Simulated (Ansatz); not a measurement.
# PbS in the rocksalt structure

Level of theory: DFT, PBE, scalar-relativistic, no spin polarisation; plane waves to 420 eV with PAW datasets (Ansatz 0.2.0), 7×7×7 k-mesh, Gaussian smearing of 0.05 eV. The datasets are Ansatz's generated set soft_2.

```xyz
4
Lattice="0.0000 3.0045 3.0045 3.0045 0.0000 3.0045 6.0091 6.0091 0.0000" Properties=species:S:1:pos:R:3 pbc="T T T"
Pb    3.0045    3.0045    3.0045
S     0.0000    0.0000    0.0000
Pb    6.0091    6.0091    3.0045
S     3.0045    3.0045    0.0000
```

The compound is reported in the structure type of the start.

The cell above (space group Fm-3m at a tolerance of 0.05 Å) comes from a relaxation within its symmetry on a finer mesh. All atoms were then moved at random (spread 0.15 Å) and the cell was relaxed without symmetry.

Problem. Does the structure survive?

Solution. It returns: the energy ends within 0.1 meV/atom of the undisturbed cell and space group Fm-3m is found again (tolerance 0.05 Å). The test covers only distortions that fit this cell.

step (a selection, trial steps included), E − E(end) (meV/atom) and a bar:
```
        1       35.4 ##############################
        2       21.0 ##################
        3        0.2 
        4        0.0 
        5        0.0
```

Spin–orbit coupling, which matters for such heavy elements, is left out. The k-mesh is coarse, so small energy differences aren't converged.
